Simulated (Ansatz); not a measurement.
The system is SnO2.

```
CELL_PARAMETERS angstrom
-5.37331 5.37331 1.61623
5.37331 -5.37331 1.61623
5.37331 5.37331 -1.61623
ATOMIC_POSITIONS crystal
Sn 0.35108 0.83107 0.18214
Sn 0.83107 0.64892 0.47999
Sn 0.16893 0.35108 0.52001
Sn 0.64892 0.16893 0.81786
O 0.20560 0.15493 0.36053
O 0.84507 0.20560 0.05067
O 0.79440 0.84507 0.63947
O 0.15493 0.79440 0.94933
O 0.16104 0.54296 0.70400
O 0.54296 0.83896 0.38192
O 0.45704 0.16104 0.61808
O 0.83896 0.45704 0.29600
```

Measurements of this composition are mostly on another form, of space group No. 136.

- Program: Ansatz 0.2.0
- Task: relaxation of cell and atoms
- Functional: RPBE
- Potentials or basis: Ansatz PAW
- Cutoff: 420 eV (not typed: the program's choice for these potentials)
- k mesh: 7 × 7 × 7
- Occupations: fermi-dirac, width 0.05 eV
- Spin: no spin polarisation

At the start: volume 15.55 Å³/atom.

Q: How do energy, volume and symmetry change on relaxing?

A: It ends after 9 steps and the volume is 16.07 Å³/atom (+3.3 %); space group I4/m (No. 87, to 0.05 Å).

Step by step:
```tsv
step	energy change (eV)	largest force (eV/Å)	volume (Å³)
1	0.0000	0.1307	186.66
2	0.0151	0.4608	194.42
3	-0.0311	0.0798	191.97
4	-0.0320	0.0592	192.13
5	-0.0328	0.0130	192.35
6	-0.0327	0.0056	192.38
7	-0.0578	0.0051	192.38
8	-0.0565	0.0034	192.83
9	-0.0581	0.0033	192.83
```

Final structure:
```
Sn O
1.0
    -5.44946    5.44946    1.62335
     5.44946   -5.44946    1.62335
     5.44946    5.44946   -1.62335
Sn O
4 8
Direct
  0.34948 0.83381 0.18330
  0.83381 0.65052 0.48433
  0.16619 0.34948 0.51567
  0.65052 0.16619 0.81670
  0.20995 0.15632 0.36627
  0.84368 0.20995 0.05363
  0.79005 0.84368 0.63373
  0.15632 0.79005 0.94637
  0.16082 0.54140 0.70222
  0.54140 0.83918 0.38058
  0.45860 0.16082 0.61942
  0.83918 0.45860 0.29778
```

Caveat: the plane-wave basis is chosen anew once the cell has moved, so the energies of steps on either side of that aren't comparable; the pressure holds a Pulay correction of +0.6 GPa for the finite cutoff; the PAW data sets come from PBE, with cores solved anew for the run's functional, which leaves a small shift of forces and pressure.
